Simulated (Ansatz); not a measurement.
A run of Ansatz 0.2.0 is set up as follows.

input.yaml

```yaml
crystal:
  lattice:
    - [4.6168523821, 0.0, 0.0]
    - [-2.3084261911, 3.9983114484, 0.0]
    - [0.0, 0.0, 6.653222]
  atoms:
    - { symbol: W, position: [0.5, 0.0, 0.5] }
    - { symbol: W, position: [0.5, 0.5, 0.8333333333] }
    - { symbol: W, position: [0.0, 0.5, 0.1666666667] }
    - { symbol: Si, position: [0.327252, 0.163626, 0.1666666667] }
    - { symbol: Si, position: [0.836374, 0.163626, 0.8333333333] }
    - { symbol: Si, position: [0.163626, 0.327252, 0.5] }
    - { symbol: Si, position: [0.672748, 0.836374, 0.1666666667] }
    - { symbol: Si, position: [0.163626, 0.836374, 0.8333333333] }
    - { symbol: Si, position: [0.836374, 0.672748, 0.5] }
hamiltonian:
  xc: rpbe
  pseudopotentials: { kind: paw }
  dispersion: d4
kpoints:
  mp_grid: { grid: [7, 7, 4] }
scf:
  occupations: { method: fermi_dirac, width: 0.05 }
output:
  forces: true
  stress: true
  eigenvalues: true
relax:
  f_tol: 0.01
  max_steps: 40
  cell: { stress_tol: 0.05 }
```

Potentials or basis: Ansatz PAW.

Launch:

```bash
$ ansatz run input.yaml --threads 4 --pin off --max-ram 11264MiB --backend cpu --events-out ev --progress --plain --runs-dir out
```

(1) What does it give for the relaxed volume?

(2) Predict the relaxed cell.

(3) Predict the band gap on the k mesh.

(4) Predict the space group after relaxing (to 0.05 Å).

## Answers

(1) 13.07 Å³/atom.

(2) a = 4.549 Å, b = 4.549 Å, c = 6.564 Å, α = 90.00°, β = 90.00°, γ = 120.00°.

(3) 0.24 eV, indirect (least direct gap 0.77 eV).

(4) P6_222 (No. 180).

Caveat: odd divisions of the mesh miss points on the zone boundary, where band edges often lie, so the gap on the mesh can be too wide; the plane-wave basis is chosen anew once the cell has moved, so the energies of steps on either side of that aren't comparable; spin-orbit coupling is left out, which moves the levels of the heavy elements; the PAW data sets come from PBE, with cores solved anew for the run's functional, which leaves a small shift of forces and pressure.
